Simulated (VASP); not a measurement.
Runs of VASP 6.6.1 on Mg. All rows change the cell; the cell of one of them follows. The typed cell holds 4 atoms: a = 3.209 Å, b = 5.210 Å, c = 5.559 Å, α = 90.00°, β = 90.00°, γ = 90.00°. 

| task | level | potentials or basis | cell | k mesh | cutoff (eV) | smearing | grid for exact exchange (PRECFOCK) | screening parameter | mesh quality | gap on the mesh (eV) | pressure (GPa) | relaxed volume (Å³/atom) | largest force (eV/Å) |
| --- | --- | --- | --- | --- | --- | --- | --- | --- | --- | --- | --- | --- | --- |
| density of states | r2SCAN+D3(BJ) | VASP PAW PBE potentials, release 64 (Mg) | all atoms moved at random, sigma 0.1 Å a component | 8 × 5 × 5 | 520 | tetrahedron | - | - | not flagged | none | -2.0 | - | 0.54 |
| relaxation of cell and atoms | LDA | VASP PAW LDA potentials, release 64 (Mg) | relaxed from: all atoms moved at random, sigma 0.1 Å a component | 8 × 5 × 5 | 600 | methfessel-paxton 0.2 eV | - | - | not flagged | none | 0.0 | (a) | - |
| single point | PBE | VASP PAW PBE potentials, release 64 (Mg) | all atoms moved at random, sigma 0.1 Å a component | 8 × 5 × 5 | 520 | fermi-dirac 0.05 eV | - | - | not flagged | none | -0.2 | - | 0.50 |
| single point | HSE06+TS-HI | VASP PAW PBE potentials, release 64 (Mg) | all atoms moved at random, sigma 0.1 Å a component | 5 × 3 × 3 | 500 | methfessel-paxton 0.2 eV | Normal | 0.200000 1/A | coarse | none | (b) | - | 0.50 |
| relaxation of cell and atoms | PBE | VASP PAW PBE potentials, release 64 (Mg) | relaxed from: all atoms moved at random, sigma 0.1 Å a component | 8 × 5 × 5 | 600 | methfessel-paxton 0.2 eV | - | - | not flagged | none | 0.0 | 22.87 | - |

Alike in all rows: no spin polarisation.

Fill in the values left out.

(a) 21.42; (b) -4.2.

Caveats: some runs use coarse meshes; the PAW data sets were made with another functional, which shifts forces and pressure a little (some runs); pairwise dispersion overbinds metals, which lowers pressure and volume (some runs); tetrahedron occupations give inexact forces and stress in metals (some runs).

A gap of «none» marks a metal or a gap under the smearing width.
